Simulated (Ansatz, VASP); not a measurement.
# Two plane-wave programs on Te

```
CELL_PARAMETERS angstrom
4.31812 0.00000 0.00000
-2.15906 3.73960 0.00000
0.00000 0.00000 24.94453
ATOMIC_POSITIONS crystal
Te 0.00235 0.33598 0.30791
Te 0.33507 0.00446 0.37927
Te 0.66768 0.66973 0.45070
Te 0.99795 0.33027 0.54930
Te 0.33059 0.99553 0.62073
Te 0.66636 0.66402 0.69209
```

Alike in both runs: functional PBE; dispersion D3(BJ); k mesh 9 × 9 × 1; occupations gaussian, width 0.1 eV; no spin polarisation.

Ansatz relaxed the structure, and its values are those at the end. VASP's run is a single point on that final structure, the one shown.

|  | VASP | Ansatz |
| --- | --- | --- |
| version | VASP 6.6.1 | Ansatz 0.2.0 |
| potentials or method | VASP PAW PBE potentials, release 64 (Te) | scalar-relativistic, plane waves, PAW |
| plane-wave cutoff (eV) | 520 | 420 |
| valence electrons in the cell | 36 | 96 |

Ansatz gave:

- gap on the k mesh at the Fermi level (eV): 0.32
- least direct gap on the mesh (eV): 0.71
- rms of the force components (eV/Å): 0.007

Question: Which values does VASP return?

Answer: gap on the k mesh at the Fermi level (eV): 0.31; least direct gap on the mesh (eV): 0.70; rms of the force components (eV/Å): 0.008.

The two sets of potentials don't hold the same shells in valence.

Caveats: spin-orbit coupling is left out, which moves the levels of the heavy elements.
